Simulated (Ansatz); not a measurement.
## TaN: distorted cells

Theory: DFT PBEsol, scalar-relativistic, plane waves, PAW (Ansatz 0.2.0).

Plane waves to 420 eV, a k mesh through Γ of 8×8×12 on the computed 6-atom cell and Gaussian smearing (0.10 eV); no spin polarisation.

Reference cell:

```
Ta N
1.0
     5.18500    0.00000    0.00000
    -2.59250    4.49034    0.00000
     0.00000    0.00000    2.90800
Ta N
3 3
Direct
  0.00000 0.00000 0.00000
  0.33333 0.66667 0.50000
  0.66667 0.33333 0.50000
  0.50000 0.00000 0.00000
  0.50000 0.50000 0.00000
  0.00000 0.50000 0.00000
```

Each variant moves atoms of this cell by the vectors given, if any (Å), and then applies a symmetric strain (tensor components, Cartesian axes). The reference cell isn't relaxed at this level. Energies are per atom at zero smearing, counted from the lowest variant. Pressure is positive in compression.

1. strain (xx yy zz yz xz xy, %) -0.45 -4.67 -5.22 -1.88 -1.05 -1.11; moves: Ta1 (0.186, 0.143, 0.234); Ta2 (0.177, 0.119, -0.140); Ta3 (-0.113, -0.134, 0.103); N4 (-0.129, -0.183, -0.165); N5 (-0.169, -0.006, -0.169); N6 (0.048, 0.061, 0.136)
2. strain (xx yy zz yz xz xy, %) 0.36 -2.92 -2.36 -0.40 1.19 0.95; moves: Ta1 (0.024, -0.076, 0.041); Ta2 (-0.030, 0.007, 0.001); Ta3 (0.057, 0.032, -0.041); N4 (-0.016, 0.032, 0.001); N5 (-0.066, 0.005, 0.005); N6 (0.031, -0.001, -0.007)
3. strain (xx yy zz yz xz xy, %) -1.45 -1.71 -4.58 -0.29 0.51 -0.23; moves: Ta1 (0.006, 0.011, 0.000); Ta2 (-0.009, 0.013, -0.013); Ta3 (0.015, -0.001, 0.013); N4 (0.017, -0.012, -0.039); N5 (-0.011, -0.019, 0.000); N6 (-0.019, 0.009, 0.039)

```csv
result,ΔE (meV/atom),P (GPa),largest force (eV/Å)
A,36.4,36.24,1.27
B,0.0,22.67,2.34
C,878.0,78.70,11.80
```

Question: Which variant gave which result?

Answer: A is 3, B is 2, C is 1. The pressure falls as the cell grows: from the smallest volume to the largest the variants are 1, 3, 2.

Spin–orbit coupling is left out, which can shift energies with elements as heavy as these.

This form isn't the usual stable structure of the compound.